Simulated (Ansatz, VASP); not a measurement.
# Cross-check of GaAs (GaAs(110)) between VASP and Ansatz, part 3 of 3

One calculation is typed for both programs; each brings its own data sets. How far apart do they land? Of the first pair: The structure shown is the end of the VASP relaxation below. Valence electrons are named where the data sets of a main pair hold unlike numbers.

VASP 6.6.1 and Ansatz 0.2.0.

So far: The starting structure; VASP: relaxation, PBE; Ansatz: single point, PBE; Differences; Other set-ups; VASP: band structure, PBE.

## (7) Ansatz: band structure, PBE

Level of this step: Ansatz beside VASP: Kohn-Sham DFT, plane waves, PBE (Ansatz).

The same cell, functional, mesh and smearing now go to Ansatz, which takes its cutoff from its data sets.

Input file input.yaml:

```yaml
crystal:
  lattice:
    - [3.9512495857, 0.0, 0.0]
    - [0.0, 5.5879107524, 0.0]
    - [0.0, 0.0, 32.608424014]
  atoms:
    - { symbol: Ga, position: [0.0, 0.0582866496, 0.258865071] }
    - { symbol: Ga, position: [0.5, 0.4785562781, 0.3050321714] }
    - { symbol: Ga, position: [0.0, 0.9856493879, 0.3738308765] }
    - { symbol: Ga, position: [0.5, 0.4840792809, 0.435568876] }
    - { symbol: Ga, position: [0.0, 0.9872217928, 0.5] }
    - { symbol: Ga, position: [0.5, 0.4840792809, 0.564431124] }
    - { symbol: Ga, position: [0.0, 0.9856493879, 0.6261691235] }
    - { symbol: Ga, position: [0.5, 0.4785562781, 0.6949678286] }
    - { symbol: Ga, position: [0.0, 0.0582866496, 0.741134929] }
    - { symbol: As, position: [0.0, 0.7391601777, 0.3102432276] }
    - { symbol: As, position: [0.5, 0.2759863515, 0.2362512473] }
    - { symbol: As, position: [0.0, 0.7419263943, 0.4368694906] }
    - { symbol: As, position: [0.5, 0.2452949114, 0.3711763477] }
    - { symbol: As, position: [0.0, 0.7419263943, 0.5631305094] }
    - { symbol: As, position: [0.5, 0.2448993444, 0.5] }
    - { symbol: As, position: [0.0, 0.7391601777, 0.6897567724] }
    - { symbol: As, position: [0.5, 0.2452949114, 0.6288236523] }
    - { symbol: As, position: [0.5, 0.2759863515, 0.7637487527] }
hamiltonian:
  xc: pbe
  pseudopotentials: { kind: paw }
kpoints:
  mp_grid: { grid: [6, 5, 1] }
  band_path:
    path:
      - [0.0, 0.0, 0.0]
      - [0.07692, 0.0, 0.0]
      - [0.15385, 0.0, 0.0]
      - [0.26923, 0.0, 0.0]
      - [0.34615, 0.0, 0.0]
      - [0.42308, 0.0, 0.0]
      - [0.5, 0.0, 0.0]
      - [0.5, 0.07692, 0.0]
      - [0.5, 0.19231, 0.0]
      - [0.5, 0.26923, 0.0]
      - [0.5, 0.34615, 0.0]
      - [0.5, 0.46154, 0.0]
      - [0.5, 0.5, 0.0]
      - [0.42308, 0.5, 0.0]
      - [0.30769, 0.5, 0.0]
      - [0.23077, 0.5, 0.0]
      - [0.11538, 0.5, 0.0]
      - [0.03846, 0.5, 0.0]
      - [0.0, 0.5, 0.0]
      - [0.0, 0.38462, 0.0]
      - [0.0, 0.30769, 0.0]
      - [0.0, 0.23077, 0.0]
      - [0.0, 0.11538, 0.0]
      - [0.0, 0.03846, 0.0]
      - [0.03846, 0.03846, 0.0]
      - [0.11538, 0.11538, 0.0]
      - [0.19231, 0.19231, 0.0]
      - [0.30769, 0.30769, 0.0]
      - [0.38462, 0.38462, 0.0]
      - [0.5, 0.5, 0.0]
    npoints: 1
scf:
  occupations: { method: gaussian, width: 0.03 }
  n_extra_bands: 15
efield:
  axis: 3
  dipole_correction: true
  ramp_width: 0.04
output:
  forces: true
  eigenvalues: true
```

On the command line:

```sh
> ansatz run input.yaml --threads 8 --pin off --max-ram 18432MiB --backend cpu --events-out ev --progress --plain --runs-dir out
```

Numbers of over 12 decimals in the logs are rounded to 6 here.

Output:

```text
[...]
Crystal: 18 atoms, lattice volume = 719.969 Å³
Basis set: ecut = 420 eV, 14111 PW (Γ), exchange–correlation on 54×80×450 points (8 copies of the dense FFT grid, shifted against one another)
Bands: 141, of which v1, the nominal top of the filled ones, is band 126 counted from 1 (125 counted from 0)
Symmetry: 2 space group operations
[...]
k-point 0: bands = [... 122 lower, 2.2979, 2.3276, 2.5766, 2.7004, 3.3634, 3.8505, 4.1142, 4.3741, ... 11 higher]
  k-point 1: bands = [... 122 lower, 2.0864, 2.1420, 2.2757, 2.3126, 3.8225, 4.0912, 4.2968, 4.3047, ... 11 higher]
  k-point 2: bands = [... 122 lower, 1.6596, 1.7250, 1.7351, 1.7426, 3.7058, 3.8795, 4.0849, 4.3229, ... 11 higher]
  k-point 11: bands = [... 122 lower, 1.0541, 1.1947, 1.5377, 1.5548, 3.4173, 3.8523, 3.9474, 4.8546, ... 11 higher]
[key lines of the parts left out:]
SCF converged after 10 iterations
Free energy (F): -77756.879202 eV
Fermi energy:    3.031882 eV
Dipole field:    D = 0.000042 V/Å  (p = 0.000166 e·Å, saw-weighted, corrected)
Work function:   Φ+ = 4.2726 eV   Φ− = 4.2739 eV
```

Run time: 1.8 min. Hardware: 8 threads of Arm Neoverse N1, shared host; peak memory 5.2 GiB; 14 min of CPU time.

## (8) Side by side

What differs besides the data sets and the points named for the pairs above, as far as they apply: the data sets hold 252 valence electrons in Ansatz (on its default PAW (the set named soft_2) files) and 72 in VASP. Total energies have different zeros and are not compared.

The two programs side by side:

```csv
quantity,Ansatz,VASP,difference
gap over the path points (eV),0.558,0.583,-0.025
```

Levels at points of the path, from each program's valence-band top (eV; 4 filled, then empty):

```
k (reciprocal lattice)                                  Ansatz                                    VASP
     0.000 0.000 0.000   -0.40 -0.37 -0.12 0.00 0.66 1.15 1.41   -0.40 -0.37 -0.12 0.00 0.70 1.16 1.44
     0.077 0.000 0.000  -0.67 -0.62 -0.47 -0.38 1.07 1.22 1.63  -0.67 -0.62 -0.47 -0.39 1.09 1.23 1.65
     0.154 0.000 0.000  -1.09 -1.00 -0.68 -0.68 1.28 1.50 1.76  -1.09 -1.00 -0.68 -0.68 1.29 1.52 1.77
     0.269 0.000 0.000  -1.48 -1.39 -1.22 -0.89 1.30 1.48 1.80  -1.49 -1.39 -1.21 -0.88 1.31 1.50 1.82
     0.346 0.000 0.000  -1.79 -1.61 -1.37 -1.07 1.04 1.16 1.70  -1.79 -1.60 -1.36 -1.07 1.05 1.17 1.71
     0.423 0.000 0.000  -1.92 -1.72 -1.48 -1.28 0.82 0.84 1.63  -1.91 -1.71 -1.46 -1.27 0.82 0.84 1.65
     0.500 0.000 0.000  -1.89 -1.77 -1.52 -1.40 0.70 0.74 1.54  -1.89 -1.77 -1.50 -1.38 0.70 0.74 1.55
     0.500 0.077 0.000  -1.85 -1.77 -1.50 -1.39 0.77 0.77 1.63  -1.84 -1.77 -1.48 -1.37 0.77 0.77 1.64
     0.500 0.192 0.000  -1.77 -1.70 -1.40 -1.34 0.94 1.02 1.78  -1.77 -1.69 -1.38 -1.32 0.95 1.03 1.80
     0.500 0.269 0.000  -1.76 -1.59 -1.32 -1.27 1.02 1.14 1.69  -1.75 -1.59 -1.30 -1.26 1.03 1.16 1.72
```

At this near-relaxed geometry the largest component of a force difference is 84 meV/Å. Among the levels compared at these points, filled levels agree within 22 meV and empty ones within 33 meV. With vacuum in the cell, a pressure given here is an average over mostly empty space and none of the material.

## (9) Results

```json
{"r.m.s. force difference (single point, PBE)": "21 meV/Å", "r.m.s. force difference (band structure, PBE)": "21 meV/Å"}
```

What this shows: The r.m.s. force difference is 21 meV/Å (single point, PBE), beyond the 12 meV/Å picked in this series as the mark of a large difference. The data sets hold unlike numbers of valence electrons (252 in Ansatz and 72 in VASP), so part of the differences comes from the potentials. For single point, PBE, no further run moves any of the tabulated differences by more than a quarter of its size. What causes the difference of the band structure, PBE pair stays open here. 3 further runs of this series are not shown here. How closely two codes agree says nothing of how well the functional describes the real material.

[Lines on the potential files, build, host, timing and source positions are cut from VASP's logs without a mark.]

[Logs are printed without paths, hosts, clocks, repeated set-up lines and the standing remarks that a program may print on its own settings, such as how far it seeks lower states.]

[Hosts, paths, dates, database ids (printed as entryN), source tags and the programs' standing remarks are cut or masked in the printed files.]
